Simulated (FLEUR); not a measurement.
**CdSe under changes of volume**

One of the cells (28.942 Å³/atom); the others are scaled copies at fixed shape and fractional positions:

```
CELL_PARAMETERS angstrom
0.00000 3.07027 3.07027
3.07027 0.00000 3.07027
3.07027 3.07027 0.00000
ATOMIC_POSITIONS crystal
Cd 0.00000 0.00000 0.00000
Se 0.25000 0.25000 0.25000
```

Measurements of this composition are mostly on another form, of space group No. 186.

```yaml
Program: FLEUR MaX-R8.1 (later development tree)
Functional: LDA (Moruzzi-Janak-Williams)
Potentials_or_basis: all-electron
Basis: FLAPW
Kmax: 4.73 1/bohr
k_mesh: 8 × 8 × 8
Occupations: fermi-dirac, width 0.05 eV
Spin: no spin polarisation
```

```tsv
volume (Å³/atom)	energy over the lowest point (meV/atom)	gap on the mesh (eV)
27.206	0.00	0.39
27.784	2.55	0.35
28.942	18.89	0.27
30.100	47.57	0.19
30.679	?	?
```

Problem. What does the run at 30.679 Å³/atom give?

Solution. Energy over the lowest point 65.62 meV/atom; gap on the mesh 0.15 eV.

Worked out: A Birch-Murnaghan fit of order 2 (a polynomial in V^(-2/3)) to the other rows has its minimum at 27.13 Å³/atom, just outside them, with B0 = V·E''(V) = 56 GPa. It gives 65.83 meV/atom at 30.679 Å³/atom, against the run's 65.62. A straight line through the other rows of the gap, of slope -1.98 eV per unit of ln V (its deformation potential), extrapolates to 0.15 eV, against the run's 0.15.

Energies are extrapolated to zero smearing.

Spin-orbit coupling on Cd, Se is left out.
